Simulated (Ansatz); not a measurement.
TePt:

```
CELL_PARAMETERS angstrom
1.98157 1.14406 6.66103
-1.98157 1.14406 6.66103
0.00000 -2.28812 6.66103
ATOMIC_POSITIONS crystal
Pt 0.12967 0.12967 0.12967
Pt 0.87033 0.87033 0.87033
Te 0.40200 0.40200 0.40200
Te 0.59800 0.59800 0.59800
```

Base run:

| Quantity | Value |
| --- | --- |
| Program | Ansatz 0.2.0 |
| Functional | PBEsol |
| Potentials or basis | all-electron LAPW, scalar-relativistic |
| Cutoff | 288 eV (chosen from the basis error) |
| Basis error allowed | 0.002 eV/atom |
| k mesh | 8 × 8 × 8 |
| Occupations | fermi-dirac, width 0.05 eV |
| Spin | no spin polarisation |
| Hubbard terms | Pt d U = 8 eV |

Its results: band gap on the k mesh none (metal or under the smearing width); pressure 0.3 GPa; largest force 0.216 eV/Å.

Question: The run is repeated on the same cell with these changes: hubbard terms from Pt d U = 8 eV to none. What comes out?

Answer: Band gap on the k mesh none (metal or under the smearing width); pressure -0.3 GPa; largest force 0.193 eV/Å.

Caveats: the density of states is complete only up to the lowest level of the last band computed; U is the effective U less J, on atomic orbitals that reach past the spheres (some runs); U without spin polarisation on a metal has little footing (some runs); the U is typed as a test and isn't derived for this compound (some runs).
